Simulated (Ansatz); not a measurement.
## How settings move the results for ZrC

```
Zr C
1.0
     0.00000    2.35021    2.35021
     2.35021    0.00000    2.35021
     2.35021    2.35021    0.00000
Zr C
1 1
Direct
  0.50000 0.50000 0.50000
  0.00000 0.00000 0.00000
```

Atom numbers follow the list: Zr1, C2.

The structure is an experimental refinement, used without relaxation.

Computed with DFT, PBE, all-electron LAPW, scalar-relativistic (Ansatz 0.2.0).

Numerical set-up: a Γ-centred 15×15×15 k mesh, Fermi–Dirac smearing of 0.05 eV, basis error target 0.5 meV/atom, no spin polarisation. One setting is then changed at a time.

| LAPW cutoff (eV) | free energy less the base's (meV/atom) | P (GPa) |
| --- | --- | --- |
| 278 (base) | 0.0 | 1.24 |
| 120 | 59.8 | 1.62 |
| 320 | -0.1 | 1.23 |
| 400 | -0.1 | 1.23 |
| 500 | -0.1 | 1.23 |
